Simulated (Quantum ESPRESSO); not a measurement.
Crystal: HgTe (Coloradoite).

```
Hg Te
1.0
     0.00000    3.21450    3.21450
     3.21450    0.00000    3.21450
     3.21450    3.21450    0.00000
Hg Te
1 1
Direct
  0.00000 0.00000 0.00000
  0.75000 0.75000 0.75000
```

| Item | Value |
| --- | --- |
| Program | Quantum ESPRESSO 7.5 |
| Task | phonons |
| Functional | PBE |
| Potentials or basis | Ansatz NC SR PBE |
| Cutoff | 1116 eV |
| Density cutoff | 4463 eV |
| k mesh | 6 × 6 × 6 |
| Occupations | cold, width 0.2 eV |
| Spin | no spin polarisation |
| Mixing beta | 0.5 |
| Most SCF iterations | 120 |
| SCF threshold | 4e-10 Ry |

Q: What is the highest optical frequency at the zone centre?

A: 121 cm⁻¹, a mode of symmetry T2 (IR and Raman).

Optical modes at Γ, degenerate ones joined:
| cm⁻¹ | components | symmetry | active in |
| --- | --- | --- | --- |
| 121 | 3 | T2 | IR and Raman |

Caveat: the mesh is thin for the phonons of a metal; the cell is more than 3 GPa from zero pressure, which shifts response properties.
